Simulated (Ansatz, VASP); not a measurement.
**One calculation of GaAs, two programs**

```
Ga As
1.0
     3.76563    0.00000    0.00000
    -1.88282    3.26113    0.00000
     0.00000    0.00000    6.45277
Ga As
2 2
Direct
  0.00000 0.00000 0.00000
  0.00000 0.00000 0.50000
  0.33333 0.66667 0.25000
  0.66667 0.33333 0.75000
```

Change from the starting cell: ordered vacancies on the anion sites of aluminium diboride (P6_3/mmc, No. 194).

Alike in both runs: functional PBE; k mesh 12 × 12 × 8; occupations gaussian, width 0.1 eV; no spin polarisation.

Ansatz relaxed the structure, and its values are those at the end. VASP's run is a single point on that final structure, the one shown.

|  | VASP | Ansatz |
| --- | --- | --- |
| version | VASP 6.6.1 | Ansatz 0.2.0 |
| potentials or method | VASP PAW PBE potentials, release 64 (Ga_d, As) | scalar-relativistic, plane waves, PAW |
| plane-wave cutoff (eV) | 520 | 420 |
| valence electrons in the cell | 36 | 56 |

VASP gave:

| Property | Result |
| --- | --- |
| gap on the k mesh at the Fermi level (eV) | none |
| pressure (GPa) | 0.2 |

What did Ansatz give for the same quantities?

gap on the k mesh at the Fermi level (eV): none; pressure (GPa): 0.0.

A gap of «none» marks a metal or a gap that the smearing closes. The two sets of potentials don't hold the same shells in valence.
